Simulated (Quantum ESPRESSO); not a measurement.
Crystal: I.

```xyz
1
Lattice="0.0000 2.3656 3.9098 2.1922 0.0000 3.9098 2.1922 2.3656 0.0000" Properties=species:S:1:pos:R:3 pbc="T T T"
I     0.0000    0.0000    0.0000
```

```yaml
Program: Quantum ESPRESSO 7.5
Task: single point
Functional: PBE
Potentials_or_basis: SSSP 1.3 efficiency PBE
Cutoff: 748 eV
Density_cutoff: 5987 eV
k_mesh: 9 × 9 × 9
Occupations: fermi-dirac, width 0.05 eV
Spin: no spin polarisation
```

On this cell: pressure 0.3 GPa; band gap on the k mesh none (metal or under the smearing width).

The same run follows on a disturbed copy (cell strained at random at fixed volume):

```
I
1.0
     0.04516    2.34955    3.89697
     2.22281    0.04624    3.89432
     2.26628    2.38544    0.00361
I
1
Direct
  0.00089 0.00585 0.00117
```

Problem. What does the disturbed cell give?

Solution. The energy (extrapolated to zero smearing) moves by -5.6 meV/atom; pressure 0.3 GPa; band gap on the k mesh none (metal or under the smearing width).

Stress tensor (GPa, compression positive):
```
 0.29  1.36  0.00
 1.36 -0.10 -0.01
 0.00 -0.01  0.76
```

The energy falls, though the first cell shows no forces: that form is unstable against this distortion, unless noise or another electronic state is at work.

Caveats: an odd number of electrons without spin polarisation forces a metal; a magnetic or distorted state may lie lower.
